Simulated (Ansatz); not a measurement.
CuI, one cell by several methods

```yaml
crystal:
  lattice:
    - [0.00000, 3.03952, 3.03952]
    - [3.03952, 0.00000, 3.03952]
    - [3.03952, 3.03952, 0.00000]
  atoms:
    - { symbol: Cu, position: [0.00000, 0.00000, 0.00000] }
    - { symbol: I, position: [0.25000, 0.25000, 0.25000] }
```

Atoms are numbered in the order listed.

The structure comes from a relaxation in the same program, started in the zincblende type, and has space group F-43m. Whether it is a known phase or the ground state wasn't checked.

Spin–orbit coupling is left out, though it moves levels of the heavy atoms by tenths of an eV or more.

Levels of theory: DFT, LDA, PAW with Ansatz's default frozen-core files, scalar-relativistic (Ansatz 0.2.0); DFT, LDA, all-electron LAPW, scalar-relativistic (Ansatz 0.2.0).

For PAW: a Γ-centred 12×12×12 k mesh, Fermi–Dirac smearing of 0.05 eV, cutoff 420 eV, no spin polarisation; the PAW files were made with PBE, and the program remakes their frozen cores for this functional. LAPW targets a basis error of 1 meV/atom. The Ansatz runs share mesh, smearing and spin set-up. Plane-wave (PAW) pressures include the program's estimate of the Pulay term.

Stress and pressure are positive in compression.

Levels count from the top of the valence band.

```csv
quantity,PAW,LAPW
pressure (GPa),-4.68,-4.67
band gap (eV),0.918,0.920
highest filled level at Γ (eV),0.000,0.000
lowest empty level at Γ (eV),0.918,0.920
highest filled level at W (eV),-1.279,-1.279
lowest empty level at W (eV),4.426,4.429
```

PAW's pressure differs from the LAPW value by about 0.01 GPa or less.
